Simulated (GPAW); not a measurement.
A run of GPAW 26.7.0 is set up as follows.

run.py

```python
from ase import Atoms
from ase.dft.bandgap import bandgap
from ase.io import write
from ase.units import GPa
from gpaw import GPAW, PW, setup_paths

setup_paths.insert(0, '.')

atoms = Atoms(['Ni', 'Si', 'Si'],
              cell=[[0.0, 2.703, 2.703],
                    [2.703, 0.0, 2.703],
                    [2.703, 2.703, 0.0]],
              scaled_positions=[[0.0, 0.0, 0.0],
                                [0.75, 0.75, 0.75],
                                [0.25, 0.25, 0.25]],
              pbc=True)
atoms.set_initial_magnetic_moments([1.0, 0.0, 0.0])

calc = GPAW(mode=PW(600),
            xc='PBEsol',
            kpts={'size': (9, 9, 9), 'gamma': True},
            occupations={'name': 'fermi-dirac', 'width': 0.05},
            setups={'Ni': ':d,1.0'},
            nbands=24,
            convergence={'density': 1e-05, 'energy': 1e-05},
            maxiter=150,
            txt='gpaw.txt')
atoms.calc = calc
energy = atoms.get_potential_energy()
forces = atoms.get_forces()
stress = atoms.get_stress()
calc.write('gs.gpw')
write('result.traj', atoms)
print(f'Energy: {energy:.6f} eV')
print('Forces (eV/A):')
print(forces.round(4))
print('Stress (GPa):', (stress / GPa).round(3))
print('Moments:', calc.get_magnetic_moments().round(3))
print('Fermi level:', round(calc.get_fermi_level(), 4), 'eV')
print(f'Gap: {bandgap(calc)[0]:.4f} eV, direct: {bandgap(calc, direct=True)[0]:.4f} eV')

path = atoms.cell.bandpath('GXWKGLUWLK,UX', npoints=60, eps=1e-4)
bs_calc = calc.fixed_density(kpts=path, symmetry='off', nbands=35,
                             convergence={'bands': 'CBM+6.0', 'eigenstates': 1e-6}, txt='bands.txt')
bs = bs_calc.band_structure()
bs.write('bs.json')
print(f'Gap on the path: {bandgap(bs_calc)[0]:.4f} eV')
```

Potentials or basis: PAW data sets generated in the run's folder for this functional, pw.

Run with:

```sh
$ gpaw-setup -f PBEsol Ni Si
$ OMP_NUM_THREADS=1 python run.py
```

(1) Predict the band gap along the path.

(2) What does it give for the pressure?

(3) Predict the net moment.

Results:

(1) none (metal or under the smearing width).

(2) 0.0 GPa.

(3) 0.00 μB per cell.

Caveat: the stock nickel data set gives pressures a few GPa off other programs; the U is typed as a test and isn't derived for this compound.
